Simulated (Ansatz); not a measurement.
A trial structure of C was built thus: 5-connected net of one element (P4_3, No. 78). Lengths were set from tabulated atomic sizes, so they are only a guess.

```
CELL_PARAMETERS angstrom
4.54439 0.00000 0.00000
0.00000 4.54439 0.00000
0.00000 0.00000 2.21837
ATOMIC_POSITIONS crystal
C 0.88904 0.55045 0.17044
C 0.11096 0.44955 0.67044
C 0.44955 0.88904 0.92044
C 0.55045 0.11096 0.42044
C 0.66859 0.65299 0.67105
C 0.33141 0.34701 0.17105
C 0.34701 0.66859 0.42105
C 0.65299 0.33141 0.92105
```

Theory: DFT PBE, scalar-relativistic, plane waves, PAW in Ansatz 0.2.0. Cutoff 420 eV, Gaussian smearing, Γ-centred meshes. Cell and atoms relax first on a coarse mesh and then on a converged one. In between, the cell is made exact in the group found at 0.06 Å. The steps can't lower the symmetry of their start. No spin polarisation in the relaxation; trial moments died out in a coarse test.

A guess keeps its type if space group and coordination stay and the shape of the cell changes little (axis ratios within about 15 %, angles within 6°); the volume may change.

Question: Does it keep its structure type, or change into something else?

Answer: It doesn't keep its type. The symmetry goes from P4_3 (No. 78) to P4_322 (No. 95), and the primitive cell from 8 to 4 atoms. The volume per atom grows by 3.3 %, from 5.7 to 5.9 Å³. The shortest distance goes from 1.56 Å (C–C) to 1.52 Å (C–C). Counting neighbours within 15 % of an atom's shortest distance, the start has C 5 and the end C 4. In detail, at the end C has 2 C at 1.52 Å and 2 C at 1.67 Å.

```yaml
crystal:
  lattice:
    - [3.10627, 0.00000, 0.00000]
    - [0.00000, 3.10627, 0.00000]
    - [0.00000, 0.00000, 2.45171]
  atoms:
    - { symbol: C, position: [0.64572, 0.00000, 0.25000] }
    - { symbol: C, position: [0.35428, 0.00000, 0.75000] }
    - { symbol: C, position: [0.00000, 0.64572, 0.00000] }
    - { symbol: C, position: [0.00000, 0.35428, 0.50000] }
```

The last run used a 10×10×12 mesh (in the run's order of axes) for its 4-atom cell and Gaussian smearing of 0.02 eV. Symmetry constrained the relaxation, so the result can be a saddle point. Another cell of C relaxed alike, in P-3m1, lies 1.09 eV/atom lower, so this cell isn't the stable form at this level.
